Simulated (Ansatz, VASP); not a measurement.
C in VASP and in Ansatz

POSCAR

```
C
1.0
    0.0000000000      1.7833700000      1.7833700000
    1.7833700000      0.0000000000      1.7833700000
    1.7833700000      1.7833700000      0.0000000000
C
2
Direct
    0.7500000000      0.7500000000      0.7500000000
    0.5000000000      0.5000000000      0.5000000000
```

The input INCAR.step1:

```
ALGO = Normal
EDIFF = 1E-5
ENCUT = 520
GGA = PE
ISIF = 2
ISMEAR = -1
LASPH = T
LCHARG = F
LREAL = F
LWAVE = T
NBANDS = 11
NELM = 60
PREC = Accurate
SIGMA = 0.05
```

File INCAR.step2:

```
AEXX = 0.25
ALGO = Normal
EDIFF = 1E-7
ENCUT = 520
HFRCUT = -1
ISIF = 2
ISMEAR = -1
ISTART = 1
LASPH = T
LCHARG = F
LHFCALC = T
LMIXTAU = T
LREAL = F
LWAVE = F
METAGGA = R2SCAN
NBANDS = 11
NELM = 60
PREC = Accurate
PRECFOCK = Normal
SIGMA = 0.05
```

The input KPOINTS:

```
k-points
0
Gamma
  7 7 7
```

Contents of KPOINTS_OPT:

```
path GXWKGLUWLK,UX
8
line-mode
reciprocal
 0.0000000000  0.0000000000  0.0000000000  G
 0.5000000000  0.0000000000  0.5000000000  X

 0.5000000000  0.0000000000  0.5000000000  X
 0.5000000000  0.2500000000  0.7500000000  W

 0.5000000000  0.2500000000  0.7500000000  W
 0.3750000000  0.3750000000  0.7500000000  K

 0.3750000000  0.3750000000  0.7500000000  K
 0.0000000000  0.0000000000  0.0000000000  G

 0.0000000000  0.0000000000  0.0000000000  G
 0.5000000000  0.5000000000  0.5000000000  L

 0.5000000000  0.5000000000  0.5000000000  L
 0.6250000000  0.2500000000  0.6250000000  U

 0.6250000000  0.2500000000  0.6250000000  U
 0.5000000000  0.2500000000  0.7500000000  W

 0.5000000000  0.2500000000  0.7500000000  W
 0.5000000000  0.5000000000  0.5000000000  L

 0.5000000000  0.5000000000  0.5000000000  L
 0.3750000000  0.3750000000  0.7500000000  K

 0.6250000000  0.2500000000  0.6250000000  U
 0.5000000000  0.0000000000  0.5000000000  X
```

The input input.yaml:

```yaml
crystal:
  lattice:
    - [0.0, 1.78337, 1.78337]
    - [1.78337, 0.0, 1.78337]
    - [1.78337, 1.78337, 0.0]
  atoms:
    - { symbol: C, position: [0.75, 0.75, 0.75] }
    - { symbol: C, position: [0.5, 0.5, 0.5] }
hamiltonian:
  xc: r2scan0
  pseudopotentials: { kind: paw }
kpoints:
  mp_grid: { grid: [7, 7, 7] }
  band_path:
    path:
      - [[0.0, 0.0, 0.0], [0.5, 0.0, 0.5], [0.5, 0.25, 0.75], [0.375, 0.375, 0.75], [0.0, 0.0, 0.0], [0.5, 0.5, 0.5], [0.625, 0.25, 0.625], [0.5, 0.25, 0.75], [0.5, 0.5, 0.5], [0.375, 0.375, 0.75]]
      - [[0.625, 0.25, 0.625], [0.5, 0.0, 0.5]]
    npoints: 4
scf:
  occupations: { method: fermi_dirac, width: 0.05 }
  n_extra_bands: 6
output:
  forces: true
  stress: true
  eigenvalues: true
  fatbands: false
```

This isn't the form of C at room conditions, which is graphite.

Alike in both runs: task band structure; functional r2SCAN0; k mesh 7 × 7 × 7; occupations fermi-dirac, width 0.05 eV; no spin polarisation.

|  | VASP | Ansatz |
| --- | --- | --- |
| version | VASP 6.6.1 | Ansatz 0.2.0 |
| potentials or method | VASP PAW PBE potentials, release 64 (C) | Ansatz PAW |
| plane-wave cutoff (eV) | 520 | 500 |
| valence electrons in the cell | 8 | 8 |

Ansatz gave:

| Quantity | Value |
| --- | --- |
| gap on the k mesh at the Fermi level (eV) | 6.27 |
| least direct gap on the mesh (eV) | 7.84 |
| gap along the band path (eV) | 6.14 |
| pressure (GPa) | -10.4 |

Estimate VASP's values.

gap on the k mesh at the Fermi level (eV): 6.25; least direct gap on the mesh (eV): 7.80; gap along the band path (eV): 6.12; pressure (GPa): -9.3.

Caveats: the k mesh is coarse (spacing up to 0.44 Å⁻¹), so the values aren't converged, least of all with exact exchange; the PAW data sets were made with another functional, which shifts forces and pressure a little (VASP); the mesh misses the band edges, which the band path finds closer together (VASP); the k mesh misses the band edges, so the gap on the mesh is wider than the one along the path (Ansatz); the PAW data sets come from PBE, with cores solved anew for the run's functional, which leaves a small shift of forces and pressure (Ansatz); the thresholds are loose for stress (Ansatz).
